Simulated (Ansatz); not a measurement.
CaSe squeezed and stretched

A database entry relaxed whole under r2SCAN (Fm-3m):

```
Ca Se
1.0
     0.00000    2.96723    2.96723
     2.96723    0.00000    2.96723
     2.96723    2.96723    0.00000
Ca Se
1 1
Direct
  0.00000 0.00000 0.00000
  0.50000 0.50000 0.50000
```

The cell was scaled uniformly, its shape held, and the atoms relaxed at each volume with plane-wave PAW DFT (Ansatz 0.2.0; r2SCAN, 500 eV, 8×8×8 Γ-centred mesh, fermi-dirac occupations of width 0.020 eV; no spin, no spin-orbit coupling). One row is withheld.

```
volume (Å³/atom)  energy over the lowest (meV/atom)  pressure (GPa)  gap over mesh and path (eV)
          24.557                               16.9            3.65                        2.360
          25.080                                7.2            2.30                        2.416
          25.602                                1.7            1.09                        2.468
          26.125                                0.0            0.00                        2.516
          26.647                                1.7           -0.99                        2.560
          27.170                                  ?               ?                            ?
          27.692                               13.8           -2.69                        2.639
```

Fit the pressures of the other rows to the third-order Birch-Murnaghan form.

With f = [(V₀/V)^(2/3) − 1]/2 and P = 3B₀f(1 + 2f)^(5/2)[1 + 3(B₀′ − 4)f/2], least squares gives V₀ = 26.12 Å³ an atom, B₀ = 52 GPa and B₀′ = 4.1; the rows miss the fit by less than 0.01 GPa. The slope of the energies differs from these pressures by less than 0.05 GPa.

How does the gap move with volume?

A parabola in ln(V/V₀) through the other rows has the slope dE_g/d ln V = +2.3 eV at V₀, so by B₀ the gap moves by -45 meV a GPa: it narrows under pressure.

What does the withheld row hold?

The fit gives -1.88 GPa at 27.170 Å³; the run gave -1.88 GPa and 6.4 meV an atom. Its gap is 2.602 eV, against 2.601 eV from the parabola.

Caveats: the shape of the cell was held; 0 K, fixed nuclei; the symmetry was kept, and this need not be the phase that is stable at 0 K; one mesh for all volumes; r2SCAN gaps lie as a rule under measured ones; the slope of the gap can be off by tens of per cent, more where shallow d levels or spin-orbit coupling act on the edges; no spin-orbit coupling, which narrows gaps of heavier elements; pressure is positive in compression.
